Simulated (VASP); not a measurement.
## VASP 6.6.1 run: LiF

INCAR

```
METAGGA = SCAN
EDIFF = 1E-7
LWAVE = .FALSE.
NELM = 120
ENCUT = 520
IBRION = -1
LREAL = .FALSE.
PREC = Accurate
ISMEAR = -1
NBANDS = 12
LCHARG = .FALSE.
SIGMA = 0.02
ISIF = 2
LASPH = .TRUE.
NSW = 0
```

KPOINTS

```
KPOINTS created by Atomic Simulation Environment
0
Gamma
10 10 10
0 0 0
```

POSCAR

```
Li F
 1.0000000000000000
     2.6393034816999998    0.0000000000000000    0.0000000000000000
     0.0000000000000000    2.6393034816999998    0.0000000000000000
     0.0000000000000000    0.0000000000000000    2.5162584438000000
 Li  F
   1   1
Cartesian
  0.0000000000000000  0.0000000000000000  0.0000000000000000
  1.3196517408499999  1.3196517408499999  1.2581292219000000
```

The recommended PBE PAW datasets give the neutral cell 10 valence electrons.

Command

```
mpirun -np 1 vasp_std
```

OSZICAR

```
N       E                     dE             d eps       ncg     rms          rms(c)
DAV:   1     0.288306374951E+02    0.28831E+02   -0.54739E+03  3144   0.857E+02
DAV:   2    -0.135095650452E+02   -0.42340E+02   -0.41307E+02  3744   0.191E+02
DAV:   3    -0.146633019398E+02   -0.11537E+01   -0.11519E+01  3964   0.275E+01
DAV:   4    -0.146724194340E+02   -0.91175E-02   -0.91171E-02  3352   0.270E+00
DAV:   5    -0.146725385041E+02   -0.11907E-03   -0.11907E-03  3960   0.234E-01    0.398E+00
DAV:   6    -0.116350869585E+02    0.30375E+01   -0.77024E-01  3128   0.607E+00    0.149E+00
DAV:   7    -0.116263743711E+02    0.87126E-02   -0.48325E-01  3508   0.457E+00    0.121E+00
DAV:   8    -0.117470905097E+02   -0.12072E+00   -0.99164E-01  3100   0.650E+00    0.248E+00
DAV:   9    -0.116238543108E+02    0.12324E+00   -0.62484E-01  3240   0.487E+00    0.107E-01
DAV:  10    -0.116228480152E+02    0.10063E-02   -0.87702E-03  3588   0.946E-01    0.901E-02
DAV:  11    -0.116235816554E+02   -0.73364E-03   -0.16640E-03  3764   0.250E-01    0.173E-01
DAV:  12    -0.116237590183E+02   -0.17736E-03   -0.11317E-02  3176   0.785E-01    0.604E-02
DAV:  13    -0.116231421421E+02    0.61688E-03   -0.40816E-03  3268   0.552E-01    0.212E-02
DAV:  14    -0.116231991061E+02   -0.56964E-04   -0.27227E-04  3304   0.162E-01    0.131E-02
DAV:  15    -0.116232030311E+02   -0.39249E-05   -0.23211E-05  3548   0.367E-02    0.947E-03
DAV:  16    -0.116231814857E+02    0.21545E-04   -0.48870E-05  3212   0.560E-02    0.126E-03
DAV:  17    -0.116231789137E+02    0.25720E-05   -0.38438E-06  4168   0.171E-02    0.198E-03
DAV:  18    -0.116231809993E+02   -0.20855E-05   -0.29864E-07  3448   0.572E-03    0.160E-03
DAV:  19    -0.116231842208E+02   -0.32215E-05   -0.12978E-06  3352   0.896E-03    0.242E-04
DAV:  20    -0.116231843001E+02   -0.79346E-07   -0.26111E-08  3484   0.143E-03
   1 F= -.11623184E+02 E0= -.11623184E+02  d E =-.465116E-12
```

From OUTCAR

```
k-points           NKPTS =    126   k-points in BZ     NKDIM =    126   number of bands    NBANDS=     12

   NELECT =      10.0000    total number of electrons

   dimension x,y,z NGX =    20 NGY =   20 NGZ =   20
   dimension x,y,z NGXF=    40 NGYF=   40 NGZF=   40

  energy-cutoff  :      520.00
  volume of cell :       17.53
      direct lattice vectors                 reciprocal lattice vectors
     2.639303482  0.000000000  0.000000000     0.378887842  0.000000000  0.000000000
     0.000000000  2.639303482  0.000000000     0.000000000  0.378887842  0.000000000
     0.000000000  0.000000000  2.516258444     0.000000000  0.000000000  0.397415457

 k-points in reciprocal lattice and weights: KPOINTS created by Atomic Simulation Env
   0.00000000  0.00000000  0.00000000       0.001
   0.10000000  0.00000000  0.00000000       0.004
   0.20000000  0.00000000  0.00000000       0.004
   0.30000000  0.00000000  0.00000000       0.004
   0.40000000  0.00000000  0.00000000       0.004
   0.50000000  0.00000000  0.00000000       0.002
   0.10000000  0.10000000  0.00000000       0.004
   0.20000000  0.10000000  0.00000000       0.008
   ...

 E-fermi :  -0.1503

 k-point     1 :       0.0000    0.0000    0.0000
  band No.  band energies     occupation
      1     -44.8677      2.00000
      2     -22.6654      2.00000
      3      -1.6177      2.00000
      4      -1.6177      2.00000
      5      -1.1242      2.00000
      6       7.2677      0.00000
      7      18.0929      0.00000
      8      19.3307      0.00000
      9      20.6865      0.00000
     10      20.6865      0.00000
     11      22.1291      0.00000
     12      36.6705      0.00000

 k-point     2 :       0.1000    0.0000    0.0000
  band No.  band energies     occupation
      1     -44.8647      2.00000
      2     -22.6325      2.00000
      3      -1.9296      2.00000
      4      -1.5842      2.00000
      5      -1.0962      2.00000
      6       7.5122      0.00000
      7      17.0007      0.00000
      8      19.2861      0.00000
      9      20.6088      0.00000
     10      22.0938      0.00000
     11      22.5807      0.00000
     12      35.5524      0.00000

 k-point     3 :       0.2000    0.0000    0.0000
  band No.  band energies     occupation
      1     -44.8567      2.00000
      2     -22.5443      2.00000
      3      -2.6716      2.00000
      4      -1.4954      2.00000
      5      -1.0224      2.00000
      6       8.0681      0.00000
      7      15.4950      0.00000
      8      19.8993      0.00000
      9      20.3889      0.00000
     10      21.9886      0.00000
     11      25.7316      0.00000
     12      33.0310      0.00000

 k-point     4 :       0.3000    0.0000    0.0000
  band No.  band energies     occupation
      1     -44.8467      2.00000
      2     -22.4322      2.00000
      3      -3.4826      2.00000
      4      -1.3830      2.00000
      5      -0.9294      2.00000
      6       8.6157      0.00000
      7      14.4108      0.00000
      8      20.0916      0.00000
      9      20.9894      0.00000
     10      21.8300      0.00000
     11      29.2088      0.00000
     12      30.0039      0.00000

 ...

  Total       -1.3333117     -1.3333117      0.1171314      0.0000000      0.0000000      0.0000000
  in kB     -121.8732389   -121.8732389     10.7065602      0.0000000      0.0000000      0.0000000
  external PRESSURE =     -77.6799725 kB  Pullay stress =       0.0000000 kB

 POSITION                                       TOTAL-FORCE (eV/Angst)
 -----------------------------------------------------------------------------------
      0.00000      0.00000      0.00000         0.000000      0.000000      0.000000
      1.31965      1.31965      1.25813         0.000000      0.000000      0.000000
 -----------------------------------------------------------------------------------
    total drift:                                0.000000      0.000000      0.000000

  FREE ENERGIE OF THE ION-ELECTRON SYSTEM (eV)
  ---------------------------------------------------
  free  energy   TOTEN  =       -11.6231843001 eV

  energy  without entropy=      -11.6231843001  energy(sigma->0) =      -11.62318430
```

It converged. Results: gap between bands v and c on the k mesh 7.87 eV; least direct gap on the k mesh 8.39 eV; pressure -7.8 GPa. Band v is the last that the valence electrons fill when counted band by band, and c is the next.

For comparison, a separate PBE run of the intended cell, on usual settings and not on those above, gives a gap of 6.91 eV on its mesh and a pressure of -3.0 GPa.

The run above took about 86 s on one core of a shared host (Intel Xeon Platinum 8488C) and held 0.14 GiB at most.
